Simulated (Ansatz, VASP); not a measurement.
# Al: VASP beside Ansatz

```
Al
1.0
     0.00000    2.07102    2.07102
     2.07102    0.00000    2.07102
     2.07102    2.07102    0.00000
Al
1
Direct
  0.00000 0.00000 0.00000
```

Change from the starting cell: strain +0.040 along x and y, +0.040 along z, atoms carried along.

Alike in both runs: task single point; functional PBE; dispersion D3(BJ); k mesh 26 × 26 × 26; occupations gaussian, width 0.15 eV; no spin polarisation.

|  | VASP | Ansatz |
| --- | --- | --- |
| version | VASP 6.6.1 | Ansatz 0.2.0 |
| potentials or method | VASP PAW PBE potentials, release 64 (Al) | scalar-relativistic, plane waves, PAW |
| plane-wave cutoff (eV) | 520 | 420 |
| valence electrons in the cell | 3 | 3 |

|  | VASP | Ansatz | Ansatz less VASP |
| --- | --- | --- | --- |
| gap on the k mesh at the Fermi level (eV) | none | none | - |
| pressure (GPa) | -7.8 | -7.8 | +0.03 |

A gap of «none» marks a metal or a gap that the smearing closes.

Caveats: pairwise dispersion overbinds metals, which lowers pressure and volume.
